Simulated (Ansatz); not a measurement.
This is a relaxation of cell and atoms with the PAW code Ansatz on BeS, NiAs type; the level of theory is r2SCAN. The starting cell comes from a relaxation with PBE.

Input file:
```yaml
crystal:
  lattice:
    - [3.3004838062, 0.0, 0.0]
    - [-1.6502419031, 2.858302821, 0.0]
    - [0.0, 0.0, 5.2469311268]
  atoms:
    - { symbol: Be, position: [0.0, 0.0, 0.0] }
    - { symbol: Be, position: [0.0, 0.0, 0.5] }
    - { symbol: S, position: [0.3333333333, 0.6666666667, 0.25] }
    - { symbol: S, position: [0.6666666667, 0.3333333333, 0.75] }
kpoints:
  mp_grid: { grid: [12, 12, 4] }
hamiltonian:
  xc: r2scan
scf:
  occupations: { method: fermi_dirac, width: 0.02 }
relax:
  f_tol: 0.005
  cell: {}
output:
  write_density: true
  write_potential: true
  elf: true
  volumetric_format: npy
```

Run as `ansatz run input.yaml --threads 2 --pin off --max-ram 2211MiB --backend cpu --events-out ev --progress --plain --runs-dir out`. Wall time 9.4 s on 2 threads of Arm Neoverse V1, with other jobs on the host; peak host memory 0.46 GiB.

**Question.** What does the program print?

**Answer.** The log, with set-up remarks and timings taken out:
```
Pseudopotential: Be, paw, valence charge 2, recommended cutoff 500 eV (meta_gga)
Pseudopotential: S, paw, valence charge 6, recommended cutoff 500 eV (meta_gga)
Functional definition: r2SCAN
Crystal: 4 atoms, lattice volume = 49.498 Å³
Basis set: ecut = 500 eV, 1243 PW (Γ)
Bands: 12, of which v1, the nominal top of the filled ones, is band 8 counted from 1 (7 counted from 0)
Symmetry: 24 space group operations
Space group: P63/mmc (ITA 194)
k-points: 57 of 576
preconditioner: auto → none  [insulator: Δε(μ)=1.649 eV  σ=0.020 eV  ℏωp=21.1 eV]
relax step 1: F+E_penalty+E_count = -2000.89665241 eV  P = +0.157 GPa  Ω = 49.498 Å³
relax step 2: F+E_penalty+E_count = -2000.89665927 eV  P = +0.041 GPa  Ω = 49.553 Å³
relax step 3: F+E_penalty+E_count = -2000.89674002 eV  P = -0.001 GPa  Ω = 49.569 Å³
relax step 4: F+E_penalty+E_count = -2000.89674584 eV  P = -0.000 GPa  Ω = 49.569 Å³  (SCF on a basis re-selected at this cell)
SCF converged after 3 iterations
Free energy (F): -2000.896746 eV
Fermi energy:    8.841503 eV
--- Per-component energies (eV) ---
  E_band       = 28.326401
  E_kinetic    = 255.141322
  E_local      = -157.059609
  E_nonlocal   = 63.396213
  E_hartree    = 51.831055
  E_xc         = -222.389116
  E_vxc        = -235.372114
  E_paw        = -1340.290712
  E_vpaw       = -12.220450
  E_vtau       = 10.778967
  E_ewald      = -651.282314
  E_core_change = -0.243588
--- Stress (GPa, compression-positive) ---
       -0.000372       0.000000       0.000000
        0.000000      -0.000372       0.000000
        0.000000       0.000000      -0.000304
  P = ⅓ Tr σ = -0.0003 GPa (-0.003 kbar)
--- Relaxed structure (3 steps of the walk, 3 accepted, 1 SCFs on fresh bases) ---
  F+E_penalty+E_count = -2000.89674584 eV
  cell:  # Å, volume = 49.5692 Å³
    - [3.300236, 0.000000, 0.000000]
    - [-1.650118, 2.858088, 0.000000]
    - [0.000000, 0.000000, 5.255222]
  atoms:
    - { symbol: Be, position: [0.000000, 0.000000, 0.000000] }
    - { symbol: Be, position: [0.000000, 0.000000, 0.500000] }
    - { symbol: S, position: [0.333333, 0.666667, 0.250000] }
    - { symbol: S, position: [0.666667, 0.333333, 0.750000] }
```
Only the leading digits can be foreseen; the rest is this run's record.

Planar averages along the third cell vector, from rho_z.tsv and v_z.tsv (valence density with its augmentation; electrostatic potential energy of an electron, of which only differences have a meaning):
```tsv
z (Å)	ρ (e/Å³)	v_es (eV)
0.00	0.164	2.76
0.26	0.198	3.63
0.39	0.237	4.31
0.66	0.344	4.11
0.92	0.425	1.93
1.05	0.436	1.29
1.31	0.432	0.91
1.58	0.436	1.29
1.84	0.393	3.00
1.97	0.344	4.11
2.23	0.237	4.31
2.50	0.173	3.01
2.63	0.164	2.76
2.89	0.198	3.63
3.15	0.288	4.59
3.28	0.344	4.11
3.55	0.425	1.93
3.81	0.435	0.99
4.07	0.435	0.99
4.20	0.436	1.29
4.47	0.393	3.00
4.73	0.288	4.59
4.86	0.237	4.31
5.12	0.173	3.01
```

In 3 steps the volume changed by +0.1 %; between the first SCF and the last, each on a basis chosen for its cell, the energy fell by 0.0 meV an atom. At the end: space group P6_3/mmc (No. 194), hexagonal; conventional cell a = 3.300 Å, c = 5.255 Å, 12.39 Å³ an atom. Around Be lie 6 S at 2.31 Å; around S lie 6 Be at 2.31 Å.

The calculation is spin-unpolarised, and the structure need not be a phase that has been made.
